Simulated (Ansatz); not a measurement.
The system is Se.

```
Se
1.0
     4.36620    0.00000    0.00000
    -2.18310    3.78124    0.00000
     0.00000    0.00000    4.95360
Se
3
Cartesian
  1.6910 2.9289 0.0000
  -0.4921 0.8523 3.3024
  0.9841 0.0000 1.6512
```

```yaml
Program: Ansatz 0.2.0
Task: relaxation of cell and atoms
Functional: PBEsol
Potentials_or_basis: JTH PAW
Cutoff: "270 eV (not typed: the program's choice for these potentials)"
k_mesh: 7 × 7 × 6
Occupations: fermi-dirac, width 0.05 eV
Spin: no spin polarisation
```

At the start: volume 27.26 Å³/atom.

Q: Where does the relaxation end?

A: It ends after 6 steps and the volume is 23.98 Å³/atom (-12.1 %); space group P3_121 (No. 152, to 0.05 Å).

The path:
```
step  energy change (eV)  largest force (eV/Å)  volume (Å³)
   1              0.0000                0.3172        81.78
   2             -0.0444                0.2001        76.39
   3             -0.0783                0.0896        71.32
   4             -0.0804                0.0130        71.70
   5             -0.0806                0.0019        71.93
   6             -0.0800                0.0019        71.93
```

Final structure:
```cif
data_structure
_symmetry_space_group_name_H-M 'P 1'
_symmetry_Int_Tables_number 1
_cell_length_a 4.0254
_cell_length_b 4.0254
_cell_length_c 5.1255
_cell_angle_alpha 90.000
_cell_angle_beta 90.000
_cell_angle_gamma 120.000
_cell_volume 71.93
loop_
_atom_site_label
_atom_site_type_symbol
_atom_site_fract_x
_atom_site_fract_y
_atom_site_fract_z
_atom_site_occupancy
Se1 Se 0.74972 0.74972 0.00000 1
Se2 Se 0.00000 0.25028 0.66667 1
Se3 Se 0.25028 0.00000 0.33333 1
```

Caveat: the plane-wave basis is chosen anew once the cell has moved, so the energies of steps on either side of that aren't comparable.
